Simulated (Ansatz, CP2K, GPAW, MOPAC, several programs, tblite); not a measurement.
# SnSe2 from cheap methods to r2SCAN, part 2 of 2

How much accuracy does each second buy? SnSe2 is computed with 11 methods, from the cheapest up to r2SCAN.

Several programs; a static lattice, no spin polarisation. Earlier steps stand in the parts before.

**5. PBE/single-zeta (small basis, GPAW 26.7.0)**

A small atomic basis brings errors of its own in gap and pressure, and the grid adds noise to the pressure.

run.py

```python
import json
from ase import Atoms
from gpaw import GPAW, PW, FermiDirac

atoms = Atoms(['Sn', 'Se', 'Se'],
              cell=[[3.82514933, 0.0, 0.0], [-1.91257466, 3.31267649, 0.0], [0.0, 0.0, 6.22707905]],
              scaled_positions=[[0.0, 0.0, 0.0], [0.333333333, 0.666666667, 0.253078224], [0.666666667, 0.333333333, 0.746921776]],
              pbc=True)
calc = GPAW(mode='lcao', basis='sz(dzp)', h=0.2, xc='PBE', kpts={'size': (6, 6, 4), 'gamma': True},
            occupations=FermiDirac(0.02), maxiter=100, legacy_gpaw=True, txt='gpaw.txt')
atoms.calc = calc
res = {'energy': atoms.get_potential_energy(force_consistent=True)}
res['electrons'] = calc.get_number_of_electrons()
res['k'] = calc.get_ibz_k_points().tolist()
res['levels'] = [calc.get_eigenvalues(kpt=i).tolist() for i in range(len(res['k']))]
points = [[0.0, 0.0, 0.0], [0.5, 0.0, 0.0], [0.333333, 0.333333, 0.0], [0.0, 0.0, 0.5], [0.5, 0.0, 0.5], [0.333333, 0.333333, 0.5], [-0.088542, 0.171875, 0.0], [0.0, 0.458333, 0.34375]]
bands = calc.fixed_density(kpts=points, symmetry='off', txt='bands.txt')
res['points'] = [bands.get_eigenvalues(kpt=i).tolist() for i in range(len(points))]
json.dump(res, open('results.json', 'w'))
print('free energy (eV):', round(res['energy'], 5))
```

The run is started by

```sh
$ python run.py
```

What it wrote (excerpt; [...] marks lines left out):

```text
[...]
    cutoffs:
[...]
  Total Charge: 0.000000
[...]
Number of atoms: 3
[...]
Number of bands in calculation: 17
Number of valence electrons: 26
[...]
iter:   1    -9.630026        c
[...]
iter:   8    -9.021883c       c -4.63c
Converged after 8 iterations.
Dipole moment: (-0.467002, -0.808849, -1.871764) |e|*Ang
Energy contributions relative to reference atoms: (reference = -300217.757568)
Kinetic:        +89.088973
Potential:      -80.556997
External:        +0.000000
XC:             -17.780754
Entropy (-ST):   -0.000000
Local:           +0.226895
SIC:             +0.000000
--------------------------
Free energy:     -9.021883
Extrapolated:    -9.021883
[...]
 Kpt  Band  Eigenvalues  Occupancy
  0    11      4.81299    2.00000
  0    12      5.22876    2.00000
  0    13      6.01459    0.00000
  0    14      8.41346    0.00000
  1    11      4.89323    2.00000
  1    12      4.89558    2.00000
  1    13      6.95585    0.00000
  1    14      8.34280    0.00000
Fermi level: 5.61693
Gap: 0.786 eV
Transition (v -> c):
  (s=0, k=0, n=12, [0.00, 0.00, 0.00]) -> (s=0, k=0, n=13, [0.00, 0.00, 0.00])
No difference between direct/indirect transitions
free energy (eV): -9.02188
```

Run time: 7.4 s. Hardware: 1 thread of Intel Xeon 6975P-C (Granite Rapids), shared host; peak memory 0.16 GiB.

Gap 0.72 eV.

**6. coarse PBE (low cutoff and mesh, Ansatz 0.2.0)**

input.yaml

```yaml
crystal:
  lattice:
    - [3.8251493256, 0.0, 0.0]
    - [-1.9125746628, 3.3126764893, 0.0]
    - [0.0, 0.0, 6.2270790514]
  atoms:
    - { symbol: Sn, position: [0.0, 0.0, 0.0] }
    - { symbol: Se, position: [0.3333333333, 0.6666666667, 0.2530782242] }
    - { symbol: Se, position: [0.6666666667, 0.3333333333, 0.7469217758] }
kpoints:
  mp_grid: { grid: [6, 6, 2] }
  band_path:
    path:
      - [0.0, 0.0, 0.0]
      - [0.5, 0.0, 0.0]
      - [0.3333333333, 0.3333333333, 0.0]
      - [0.0, 0.0, 0.5]
      - [0.5, 0.0, 0.5]
      - [0.3333333333, 0.3333333333, 0.5]
      - [-0.088542, 0.171875, 0.0]
      - [0.0, 0.458333, 0.34375]
    npoints: 1
hamiltonian:
  xc: pbe
scf:
  occupations: { method: fermi_dirac, width: 0.02 }
  n_extra_bands: 4
output:
  forces: true
  stress: true
  eigenvalues: true
basis:
  ecutwfc: 260
```

The run is started by

```sh
$ ansatz run input.yaml --threads 2 --pin off --max-ram 3686MiB --backend cpu --events-out ev --progress --plain --runs-dir out
```

What it wrote (excerpt; [...] marks lines left out):

```text
Warning: basis.ecutwfc = 260 eV is below the records' recommended 420 eV, and the density's cutoff is lower with it unless basis.ecutrho_ratio is high enough to keep the records' density cutoff: compare with a run at a higher cutoff
Warning: RAYON_NUM_THREADS=2 ignored (pool sized by the plan → 2); use --threads N
scf.n_extra_bands = 4 over 23 filled bands (N_el = 46.0): the run solves 27 bands
[...]
Pseudopotentials: kind: paw
Pseudopotential: Sn, paw, valence charge 14, recommended cutoff 420 eV (normal), Sn.paw.azcp
Pseudopotential: Se, paw, valence charge 16, recommended cutoff 420 eV (normal), Se.paw.azcp
Functional definition: PBE
[...]
Crystal: 3 atoms, lattice volume = 78.906 Å³
Basis set: ecut = 260 eV, 713 PW (Γ), exchange–correlation on 48×48×72 points (8 copies of the dense FFT grid, shifted against one another)
Bands: 27, of which v1, the nominal top of the filled ones, is band 23 counted from 1 (22 counted from 0)
Symmetry: 12 space group operations
Space group: P-3m1 (ITA 164), of the structure as read, at distance tolerance 4.3e-5 Å
k-points: 14 of 72
[...]
SCF iter   1: F=—  HF=-16962.578987 eV  |F-HF|=—  |Δ(HF+E_count)|=         —  Δρ=4.38e-3  dr2=1.13e-2  ethr=1.77e-3  ⟨swp⟩=6.5  Hψ=1570  notcnv=0
[...]
SCF iter   6: F=-16962.526059 eV  HF=-16962.526059 eV  |F-HF|=5.83e-8  |Δ(HF+E_count)|=   4.37e-8  Δρ=7.42e-6  dr2=3.81e-8  ethr=2.17e-10  ⟨swp⟩=2.9  Hψ=1549  notcnv=0
[...]
NSCF: frozen V_eff on 8 k-points
SCF converged after 6 iterations
Free energy (F): -16962.526059 eV
[...]
E sigma→0 (E₀):  -16962.526059 eV
Fermi energy:    8.131543 eV
[...]
--- Forces (eV/Å), atoms counted from 1 ---
  atom   1  Sn     0.00000000     0.00000000     0.00000000
  atom   2  Se    -0.00000000     0.00000000     0.28260071
  atom   3  Se     0.00000000    -0.00000000    -0.28260071
[...]
--- Stress (GPa, compression-positive) ---
        3.277672      -0.000000       0.000000
       -0.000000       3.277672       0.000000
        0.000000       0.000000       3.023412
  P = ⅓ Tr σ = 3.1929 GPa (31.929 kbar)
--- Band table (eV; the first three rows and the last of 14) ---
[... band rows left out ...]
[...]
```

Wall time 0.49 s (2 threads of Intel Xeon 6975P-C (Granite Rapids), shared host); peak memory 0.34 GiB.

Gap 0.62 eV; pressure 3.2 GPa.

Further single points at scaled volumes (the reference cell, shape and fractional coordinates held; logs not shown):

```csv
volume (Å³/atom),"energy (meV/atom, from the lowest)"
24.20,98.2
25.25,48.0
26.30,8.6
27.35,0.0
28.41,6.3
29.46,19.2
```

No fit is made from these points.

**7. PBE (plane waves, Ansatz 0.2.0)**

input.yaml: that of step 6 with these lines changed.

```diff
@@ -10,3 +10,3 @@
 kpoints:
-  mp_grid: { grid: [6, 6, 2] }
+  mp_grid: { grid: [12, 12, 4] }
   band_path:
@@ -25,3 +25,3 @@
 scf:
-  occupations: { method: fermi_dirac, width: 0.02 }
+  occupations: { method: fixed }
   n_extra_bands: 4
@@ -31,3 +31 @@
   eigenvalues: true
-basis:
-  ecutwfc: 260
```

The run is started by

```sh
$ ansatz run input.yaml --threads 2 --pin off --max-ram 3686MiB --backend cpu --events-out ev --progress --plain --runs-dir out
```

What it wrote (excerpt; [...] marks lines left out):

```text
Warning: RAYON_NUM_THREADS=2 ignored (pool sized by the plan → 2); use --threads N
scf.n_extra_bands = 4 over 23 filled bands (N_el = 46.0): the run solves 27 bands
[...]
[... 4 set-up lines as earlier in the session ...]
[...]
Crystal: 3 atoms, lattice volume = 78.906 Å³
Basis set: ecut = 420 eV, 1545 PW (Γ), exchange–correlation on 54×54×90 points (8 copies of the dense FFT grid, shifted against one another)
Bands: 27, of which v1, the nominal top of the filled ones, is band 23 counted from 1 (22 counted from 0)
[... 2 set-up lines as earlier in the session ...]
k-points: 69 of 576
[...]
SCF iter   1: F=—  HF=-16963.350021 eV  |F-HF|=—  |Δ(HF+E_count)|=         —  Δρ=1.50e-3  dr2=2.75e-3  ethr=1.77e-3  ⟨swp⟩=5.0  Hψ=6823  notcnv=0  defer=130
[...]
SCF iter   6: F=-16963.348954 eV  HF=-16963.348954 eV  |F-HF|=2.40e-8  |Δ(HF+E_count)|=   2.60e-7  Δρ=5.47e-6  dr2=3.18e-8  ethr=2.17e-10  ⟨swp⟩=7.4  Hψ=9364  notcnv=0
[...]
NSCF: frozen V_eff on 8 k-points
SCF converged after 6 iterations
Free energy (F): -16963.348954 eV
[...]
E sigma→0 (E₀):  -16963.348954 eV
Fermi energy:    7.796023 eV
[...]
--- Forces (eV/Å), atoms counted from 1 ---
  atom   1  Sn     0.00000000     0.00000000     0.00000000
  atom   2  Se     0.00000000     0.00000000     0.26085254
  atom   3  Se     0.00000000    -0.00000000    -0.26085254
[...]
--- Stress (GPa, compression-positive) ---
        2.836036       0.000000       0.000000
        0.000000       2.836036       0.000000
        0.000000       0.000000       3.004235
  P = ⅓ Tr σ = 2.8921 GPa (28.921 kbar)
--- Band table (eV; the first three rows and the last of 69) ---
[... band rows left out ...]
[...]
```

It took 2.1 s on 2 threads of Intel Xeon 6975P-C (Granite Rapids), shared host; peak memory 0.45 GiB.

Gap 0.63 eV; pressure 2.9 GPa.

**8. r2SCAN (plane waves, Ansatz 0.2.0)**

input.yaml: that of step 7 with these lines changed.

```diff
@@ -23,3 +23,3 @@
 hamiltonian:
-  xc: pbe
+  xc: r2scan
 scf:
```

The run is started by

```sh
$ ansatz run input.yaml --threads 2 --pin off --max-ram 3686MiB --backend cpu --events-out ev --progress --plain --runs-dir out
```

What it wrote (excerpt; [...] marks lines left out):

```text
Warning: RAYON_NUM_THREADS=2 ignored (pool sized by the plan → 2); use --threads N
scf.n_extra_bands = 4 over 23 filled bands (N_el = 46.0): the run solves 27 bands
[...]
[... 1 set-up line as earlier in the session ...]
Pseudopotential: Sn, paw, valence charge 14, recommended cutoff 500 eV (meta_gga), Sn.paw.azcp
Pseudopotential: Se, paw, valence charge 16, recommended cutoff 500 eV (meta_gga), Se.paw.azcp
Functional definition: r2SCAN
[...]
Crystal: 3 atoms, lattice volume = 78.906 Å³
Basis set: ecut = 500 eV, 1985 PW (Γ), exchange–correlation on 120×120×192 points (64 copies of the dense FFT grid, shifted against one another)
Bands: 27, of which v1, the nominal top of the filled ones, is band 23 counted from 1 (22 counted from 0)
[... 2 set-up lines as earlier in the session ...]
k-points: 69 of 576
[...]
SCF iter   1: F=—  HF=-16996.146547 eV  |F-HF|=—  |Δ(HF+E_count)|=         —  Δρ=6.53e-3  dr2=5.59e-2  dr2_τ=6.93e-3  ethr=1.77e-3  ⟨swp⟩=5.0  Hψ=6839  notcnv=0  defer=130
[...]
SCF iter   6: F=-16996.160375 eV  HF=-16996.160375 eV  |F-HF|=1.38e-8  |Δ(HF+E_count)|=   1.64e-6  Δρ=7.07e-6  dr2=4.31e-8  dr2_τ=6.02e-10  ethr=2.17e-10  ⟨swp⟩=6.1  Hψ=9986  notcnv=0
[...]
NSCF: frozen V_eff on 8 k-points
SCF converged after 6 iterations
Free energy (F): -16996.160375 eV
[...]
E sigma→0 (E₀):  -16996.160375 eV
Fermi energy:    7.501488 eV
[...]
--- Forces (eV/Å), atoms counted from 1 ---
  atom   1  Sn     0.00000000     0.00000000     0.00000000
  atom   2  Se     0.00000000     0.00000000    -0.02894544
  atom   3  Se     0.00000000    -0.00000000     0.02894544
[...]
--- Stress (GPa, compression-positive) ---
        0.940237       0.000000       0.000000
        0.000000       0.940237       0.000000
        0.000000       0.000000       0.907104
  P = ⅓ Tr σ = 0.9292 GPa (9.292 kbar)
--- Band table (eV; the first three rows and the last of 69) ---
[... band rows left out ...]
[...]
```

Run time: 4.5 s. Hardware: 2 threads of Intel Xeon 6975P-C (Granite Rapids), shared host; peak memory 0.65 GiB.

Gap 0.92 eV; pressure 0.9 GPa.

**9. The ladder**

Run the same way but not shown above: GFN1-xTB (tblite), PBE/DZVP, PBE/SZV, GLLB-SC.

Gap and time are those of the single point on the reference cell; the volume comes from each method's relaxation, or else from its energy curve; the modulus is at fixed shape. Times are rough (shared host). GLLB-SC's gap includes its derivative discontinuity.

```csv
method,kind,gap (eV),volume (Å³/atom),B₀ (GPa),atoms computed,CPU time
PM6,semi-empirical,4.05,–,–,54,1.5 s
PM7,semi-empirical,4.24,24.81,96,54,1.4 s
GFN1-xTB (tblite),tight binding,1.22,24.08,68,54,2.4 s
GFN2-xTB (tblite),tight binding,0.18,27.16,27,54,16 s
PBE/DZVP,small basis,0.58,28.05,56,3,14 s
PBE/single-zeta,small basis,0.72,–,–,3,7.4 s
PBE/SZV,small basis,0.99,–,–,3,6.4 s
coarse PBE,low cutoff and mesh,0.62,–,–,3,0.83 s
GLLB-SC,model potential,1.34,–,–,3,15 s
PBE,plane waves,0.63,–,–,3,4.1 s
r2SCAN,plane waves,0.92,–,–,3,8.8 s
```

**10. Summary of results**

This closing draws on all 2 parts.

| quantity | value |
| --- | --- |
| r2SCAN | gap 0.92 eV |
| gap: nearest and farthest of the other methods | PBE/SZV (+0.08 eV), PM7 (+3.33 eV) |

What this shows: For the gap, of the 9 methods compared (full PBE left aside), PBE/SZV comes nearest to r2SCAN and PM7 is farthest. A minimal basis or a coarse cutoff and mesh shifts results by its own error, so closeness to r2SCAN can be chance. Cluster runs see only the k-points that fold onto the zone centre, so their gaps can miss the band edges. GLLB-SC is compared with its derivative discontinuity added. No r2SCAN modulus is at hand, so moduli aren't ranked. CPU times run from 0.83 s (coarse PBE) to 16 s (GFN2-xTB (tblite)). On this cell GFN2-xTB (tblite), PBE/DZVP, GLLB-SC cost more than r2SCAN itself (8.8 s), so they are no saving here. A cluster method computes far more atoms than the primitive cell, so on a small crystal it can cost more than plane waves. r2SCAN is a yardstick, not the truth: it usually gives gaps below the measured ones. Spin-orbit coupling is left out throughout.
